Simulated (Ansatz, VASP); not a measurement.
**MgSe: VASP beside Ansatz**

```
CELL_PARAMETERS angstrom
0.00000 2.72550 2.72550
2.72550 0.00000 2.72550
2.72550 2.72550 0.00000
ATOMIC_POSITIONS crystal
Se 0.48691 0.50455 0.49757
Mg 0.00322 0.99083 0.99151
```

Change from the starting cell: atoms moved at random, drawn with an rms of 0.05 Å.

Alike in both runs: task single point; functional PBE; k mesh 8 × 8 × 8; occupations fermi-dirac, width 0.05 eV; no spin polarisation.

|  | VASP | Ansatz |
| --- | --- | --- |
| version | VASP 6.6.1 | Ansatz 0.2.0 |
| potentials or method | VASP PAW PBE potentials, release 64 (Se, Mg) | Ansatz PAW |
| plane-wave cutoff (eV) | 520 | 420 |
| valence electrons in the cell | 8 | 26 |

|  | VASP | Ansatz | Ansatz less VASP |
| --- | --- | --- | --- |
| gap on the k mesh at the Fermi level (eV) | 1.80 | 1.83 | +0.023 |
| least direct gap on the mesh (eV) | 2.60 | 2.61 | +0.010 |
| pressure (GPa) | 2.0 | 2.1 | +0.12 |
| largest component of the traceless stress (GPa) | 0.17 | 0.17 | -0.001 |
| rms of the force components (eV/Å) | 0.089 | 0.088 | -0.0005 |

Atom by atom the forces differ by 0.000 eV/Å (rms over components). The functional is the same, so the differences come from potentials, cutoffs and numerics. The two sets of potentials don't hold the same shells in valence.

A k mesh can miss the band edges.
